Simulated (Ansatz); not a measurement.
# Si2Ni: which structure wins at one pressure, part 2 of 3

Aim: bring Si2Ni in several structures (fluorite, MoSi2) to one pressure and rank them by enthalpy. The pressure is set by scaling the first phase. The runs shown use PAW and LAPW.

Ansatz 0.2.0; DFT PBE; a cell built from a prototype (fluorite type), not taken from measurement.

### Step 7. The output, continued: MoSi2 relaxed under pressure, PAW files

Output, continued:

```text
SCF iter   1: F=—  HF=-7111.317437 eV  |F-HF|=—  |Δ(HF+E_count)|=         —  Δρ=1.14e-3  dr2=4.43e-4  ethr=1.85e-6  ⟨swp⟩=3.4  Hψ=33290  notcnv=0
preconditioner: auto → Kerker (q_TF=auto, 2.555 Å⁻¹)  [metal: Δε(μ)=0.007 eV  Ē_g=7.452 eV  σ=0.100 eV  W_gap=0.02  n_scr=10 (ndim 8)  ℏωp=25.4 eV  f_vac=0.000  D(μ)=1.61/eV (n_scr^D=14)]
SCF iter   2: F=—  HF=-7111.317360 eV  |F-HF|=—  |Δ(HF+E_count)|=   7.69e-5  Δρ=5.34e-4  dr2=1.33e-4  ethr=1.71e-6  ⟨swp⟩=1.0  Hψ=4918  notcnv=0
SCF iter   3: F=—  HF=-7111.317312 eV  |F-HF|=—  |Δ(HF+E_count)|=   4.78e-5  Δρ=1.40e-4  dr2=7.65e-6  ethr=5.11e-7  ⟨swp⟩=2.2  Hψ=7795  notcnv=0
SCF iter   4: F=—  HF=-7111.317311 eV  |F-HF|=—  |Δ(HF+E_count)|=   1.55e-6  Δρ=5.85e-5  dr2=8.72e-7  ethr=2.94e-8  ⟨swp⟩=2.1  Hψ=8576  notcnv=0
iter 5 did not close the SCF: its close was put off for the readings that it lacked (scf_convergence_deferred on its scf_iter line)
SCF iter   5: F=-7111.317310 eV  HF=-7111.317310 eV  |F-HF|=1.95e-8  |Δ(HF+E_count)|=   6.56e-8  Δρ=1.19e-5  dr2=3.23e-8  ethr=3.35e-9  ⟨swp⟩=1.4  Hψ=5304  notcnv=0
SCF iter   6: F=-7111.317310 eV  HF=-7111.317310 eV  |F-HF|=2.76e-10  |Δ(HF+E_count)|=   3.72e-9  Δρ=3.63e-6  dr2=4.50e-9  ethr=1.24e-10  ⟨swp⟩=8.2  Hψ=42208  notcnv=0
SCF 6 converged in 6 iterations: F = -7111.317310 eV  dr2 = 4.50e-9
relax step   6: F+E_penalty+E_count = -7111.31731044 eV  Δ(F+E_penalty+E_count) = -4.852e-4 eV  max|allowed force component| = 6.603e-2 eV/Å  Δτ_max = 0.0079 Å  P = -0.013 GPa  Ω = 38.587 Å³  energy of the carried Pulay correction = +4.072e-4 eV  (6 SCF iters, dr2 threshold 3.00e-7 eV, accepted)
Crystal: 3 atoms, lattice volume = 38.570 Å³
iter 1 solved again at ethr=4.92e-7 eV; its pass at ethr=3.10e-3 eV (dr2=1.28e-4 eV) is discarded
SCF iter   1: F=—  HF=-7111.317607 eV  |F-HF|=—  |Δ(HF+E_count)|=         —  Δρ=4.79e-4  dr2=1.34e-4  ethr=4.92e-7  ⟨swp⟩=2.3  Hψ=30044  notcnv=0
preconditioner: auto → Kerker (q_TF=auto, 2.555 Å⁻¹)  [metal: Δε(μ)=0.003 eV  Ē_g=7.452 eV  σ=0.100 eV  W_gap=0.01  n_scr=10 (ndim 8)  ℏωp=25.4 eV  f_vac=0.000  D(μ)=1.61/eV (n_scr^D=14)]
SCF iter   2: F=—  HF=-7111.317577 eV  |F-HF|=—  |Δ(HF+E_count)|=   2.96e-5  Δρ=2.81e-4  dr2=5.43e-5  ethr=4.92e-7  ⟨swp⟩=1.0  Hψ=4898  notcnv=0
iter 3 did not close the SCF: its close was put off for the readings that it lacked (scf_convergence_deferred on its scf_iter line)
SCF iter   3: F=-7111.317560 eV  HF=-7111.317560 eV  |F-HF|=1.00e-7  |Δ(HF+E_count)|=   1.69e-5  Δρ=2.84e-5  dr2=2.17e-7  ethr=2.09e-7  ⟨swp⟩=2.0  Hψ=7231  notcnv=0
iter 4 did not close the SCF: its close was put off for the readings that it lacked (scf_convergence_deferred on its scf_iter line)
SCF iter   4: F=-7111.317560 eV  HF=-7111.317560 eV  |F-HF|=4.13e-8  |Δ(HF+E_count)|=   7.30e-9  Δρ=1.80e-5  dr2=1.01e-7  ethr=8.36e-10  ⟨swp⟩=2.2  Hψ=8927  notcnv=0
iter 5 did not close the SCF: its close was put off for the readings that it lacked (scf_convergence_deferred on its scf_iter line)
SCF iter   5: F=-7111.317560 eV  HF=-7111.317560 eV  |F-HF|=4.63e-9  |Δ(HF+E_count)|=   5.43e-9  Δρ=4.05e-6  dr2=8.78e-9  ethr=3.89e-10  ⟨swp⟩=1.1  Hψ=5021  notcnv=0
SCF iter   6: F=-7111.317560 eV  HF=-7111.317560 eV  |F-HF|=1.32e-9  |Δ(HF+E_count)|=   1.49e-9  Δρ=2.32e-6  dr2=2.04e-9  ethr=3.38e-11  ⟨swp⟩=6.7  Hψ=33508  notcnv=0
SCF 7 converged in 6 iterations: F = -7111.317560 eV  dr2 = 2.04e-9
relax step   7: F+E_penalty+E_count = -7111.31756000 eV  Δ(F+E_penalty+E_count) = -2.496e-4 eV  max|allowed force component| = 5.160e-4 eV/Å  Δτ_max = 0.0037 Å  P = +0.069 GPa  Ω = 38.570 Å³  energy of the carried Pulay correction = +4.111e-4 eV  (6 SCF iters, dr2 threshold 2.73e-7 eV, accepted)
Basis set: ecut = 420 eV, 759 PW (Γ), exchange–correlation on 60×60×60 points (8 copies of the dense FFT grid, shifted against one another)
Initial wavefunctions: pseudopotential atomic-orbital guess (no wavefunctions were taken with the density)
iter 1 solved again at ethr=3.89e-7 eV; its pass at ethr=3.10e-3 eV (dr2=1.01e-4 eV) is discarded
SCF iter   1: F=—  HF=-7111.316996 eV  |F-HF|=—  |Δ(HF+E_count)|=         —  Δρ=5.01e-4  dr2=4.80e-6  ethr=3.89e-7  ⟨swp⟩=2.8  Hψ=36472  notcnv=0
preconditioner: auto → Kerker (q_TF=auto, 2.555 Å⁻¹)  [metal: Δε(μ)=0.004 eV  Ē_g=7.452 eV  σ=0.100 eV  W_gap=0.01  n_scr=10 (ndim 8)  ℏωp=25.4 eV  f_vac=0.000  D(μ)=1.61/eV (n_scr^D=14)]
SCF iter   2: F=—  HF=-7111.317149 eV  |F-HF|=—  |Δ(HF+E_count)|=   1.53e-4  Δρ=2.89e-4  dr2=5.61e-6  ethr=1.85e-8  ⟨swp⟩=2.7  Hψ=8566  notcnv=0
SCF iter   3: F=—  HF=-7111.317204 eV  |F-HF|=—  |Δ(HF+E_count)|=   5.54e-5  Δρ=4.65e-5  dr2=3.64e-7  ethr=1.85e-8  ⟨swp⟩=1.6  Hψ=5541  notcnv=0
SCF iter   4: F=—  HF=-7111.317202 eV  |F-HF|=—  |Δ(HF+E_count)|=   1.86e-6  Δρ=8.77e-6  dr2=7.80e-9  ethr=1.40e-9  ⟨swp⟩=2.0  Hψ=6634  notcnv=0
SCF iter   5: F=—  HF=-7111.317202 eV  |F-HF|=—  |Δ(HF+E_count)|=   3.77e-8  Δρ=3.68e-6  dr2=2.89e-9  ethr=3.00e-11  ⟨swp⟩=2.0  Hψ=8664  notcnv=0
SCF iter   6: F=—  HF=-7111.317202 eV  |F-HF|=—  |Δ(HF+E_count)|=   5.68e-9  Δρ=4.98e-7  dr2=8.95e-11  ethr=1.11e-11  ⟨swp⟩=1.0  Hψ=4903  notcnv=0
SCF iter   7: F=-7111.317202 eV  HF=-7111.317202 eV  |F-HF|=2.73e-12  |Δ(HF+E_count)|=  8.19e-12  Δρ=5.02e-8  dr2=2.06e-13  ethr=1.00e-12  ⟨swp⟩=5.1  Hψ=21364  notcnv=0
SCF 8 converged in 7 iterations: F = -7111.317202 eV  dr2 = 2.06e-13
relax step   8: F+E_penalty+E_count = -7111.31720246 eV  Δ(F+E_penalty+E_count) = +3.575e-4 eV  max|allowed force component| = 4.035e-4 eV/Å  Δτ_max = 0.0000 Å  P = +0.088 GPa  Ω = 38.570 Å³  stress off target by 2.38e-2 GPa  SCF on the basis re-selected at this cell (its energy is not comparable with the rows above)  (7 SCF iters)
basis re-selected at this cell: Δ(F+E_penalty+E_count) = +3.575e-4 eV, ΔP = +0.019 GPa vs the last step (what re-selecting the basis moved, of the pressure what is left beyond the Pulay correction that the steps carried, after the strain that the cell walked since its last selection, with what the two solves' SCF thresholds leave and, on support functions, any second-order correction that the steps lacked; it is no measure of the basis error at this ecutwfc). The dense FFT grid was sized anew with the basis: this SCF ran on 30×30×30 points, the steps before it on 32×32×32, so part of this shift can come from that change (see relax.cell in the input reference). This SCF's stress stands 2.38e-2 GPa from its target on what of the cell is left free (relax.cell.stress_tol is 3.00e-2 GPa) and its largest allowed force component is 4.04e-4 eV/Å (relax.f_tol is 5.00e-3 eV/Å): within both
SCF converged after 7 iterations
Free energy (F): -7111.317202 eV
Harris-Foulkes:  -7111.317202 eV  (|F-HF|=2.73e-12)
Internal energy: -7111.264017 eV  (E = F + TS)
E sigma→0 (E₀):  -7111.290610 eV
Entropy (-TS):   -0.053186 eV (-17.729 meV/atom)
Fermi energy:    13.591459 eV
--- Per-component energies (eV) ---
  E_band       = -319.744550
  E_kinetic    = 368.870398
  E_local      = -4787.624558  (includes V_loc(G=0)·N_el)
  E_nonlocal   = 689.206792
  E_hartree    = 2075.945443
  E_xc         = -197.488306
  E_vxc        = -206.022256  (∫ρ·V_xc dr)
  E_paw        = -2658.122050  (= ΣΔE_a)
  E_vpaw       = -536.066411  (= ΣTr[D̂ρ^β])
  E_aug_tail   = 0.000587  (compensation charges beyond the density's cutoff)
  E_ewald      = -2602.052324
  E_smearing   = -0.053186  (= −TS)
  E_closure    = -0.000000  (closes the sum)
  Σ components = -7111.317202   (vs F -7111.317202, Δ=0.00e0)
--- Forces (eV/Å), atoms counted from 1 ---
  atom   1  Ni     0.00000000     0.00000000     0.00000000
  atom   2  Si    -0.00000000     0.00000000    -0.00040353
  atom   3  Si     0.00000000     0.00000000     0.00040353
  max |Σ_I F_I| component: 7.63e-17 eV/Å
--- Stress (GPa, compression-positive) ---
        0.100810       0.000000       0.000000
        0.000000       0.100810       0.000000
        0.000000      -0.000000       0.061354
  P = ⅓ Tr σ = 0.0877 GPa (0.877 kbar)
--- Band table (eV; the first three rows and the last of 288) ---
  k-point 0: bands = ["-90.1765", "-50.8156", "-50.4777", "-50.4777", "-0.4869", "8.1957", "10.0706", "10.0706", "10.6871", "11.3603", "11.5637", "13.4985", "14.8532", "15.1107", "15.1107", "15.6380", "15.6380"]
  k-point 1: bands = ["-90.1765", "-50.8156", "-50.4779", "-50.4779", "-0.3707", "8.2494", "9.9029", "9.9249", "10.6758", "11.2610", "11.7401", "13.3074", "13.7633", "14.6321", "15.4016", "15.5940", "16.4720"]
  k-point 2: bands = ["-90.1765", "-50.8155", "-50.4783", "-50.4783", "-0.0240", "8.3833", "9.5267", "9.5323", "10.6493", "10.9282", "11.9156", "12.9713", "13.1166", "14.0174", "14.8221", "15.5764", "18.1333"]
  k-point 287: bands = ["-90.1765", "-50.8159", "-50.4779", "-50.4777", "1.7926", "3.2727", "9.6413", "10.2068", "11.0575", "11.0662", "11.1972", "11.5052", "11.8293", "15.3450", "17.1995", "21.1271", "21.5384"]
--- Relaxed structure (7 steps of the walk, 7 accepted, 1 SCFs on fresh bases) ---
  F+E_penalty+E_count = -7111.31720246 eV   max|allowed force component| = 4.035e-4 eV/Å   (the final SCF, on the basis selected at the relaxed cell)
  cell:  # Å, volume = 38.5703 Å³
    - [-1.655464737240446, 1.655464737240446, 3.5184678332311012]
    - [1.655464737240446, -1.655464737240446, 3.5184678332311012]
    - [1.655464737240446, 1.655464737240446, -3.5184678332311012]
  atoms:
    - { symbol: Ni, position: [3.681310547696184e-20, 3.6813105476961786e-20, 1.1515335871560872e-34] }
    - { symbol: Si, position: [0.33210793777584513, 0.33210793777584513, -1.698383673692318e-35] }
    - { symbol: Si, position: [-0.33210793777584513, -0.33210793777584513, -9.816952197868551e-35] }
```

Wall time 2.1 min (2 threads of Intel Xeon at 2.50GHz (Skylake/Cascade Lake), shared host); peak memory 0.54 GiB.

Relaxation path:

| step | energy from step 1 (eV/cell) | largest force component (eV/Å) | pressure (GPa) | volume (Å³) |
| --- | --- | --- | --- | --- |
| 1 | 0.0000 | 0.0116 | -5.86 | 40.35 |
| 2 | -0.0880 | 0.0728 | -2.56 | 39.15 |
| 3 | -0.1800 | 0.0409 | 0.89 | 38.17 |
| 4 | -0.1816 | 0.0822 | 3.34 | 37.94 |
| 5 | -0.2006 | 0.0642 | 0.02 | 38.55 |
| 6 | -0.2011 | 0.0660 | -0.01 | 38.59 |
| 7 | -0.2013 | 0.0005 | 0.07 | 38.57 |
| 8 | -0.2009 | 0.0004 | 0.09 | 38.57 |

Step 1 is the start. Step 8 repeats the geometry before on a plane-wave basis chosen anew for that cell, so the energy can jump there without any move; the table keeps such jumps.

| input's cell | before | after | change |
| --- | --- | --- | --- |
| a (Å) | 4.534 | 4.226 | -6.8 % |
| b (Å) | 4.534 | 4.226 | -6.8 % |
| c (Å) | 4.534 | 4.226 | -6.8 % |
| α (°) | 138.60 | 133.88 | -4.72° |
| β (°) | 138.60 | 133.88 | -4.72° |
| γ (°) | 59.99 | 67.28 | +7.29° |
| volume (Å³/atom) | 13.45 | 12.86 | -4.4 % |

The largest move, 0.02 Å, apart from the change of the cell, is shared by several atoms, Si2 among them.

Read from it: pressure 0.09 GPa; no gap.

[end of part 2 of 3]
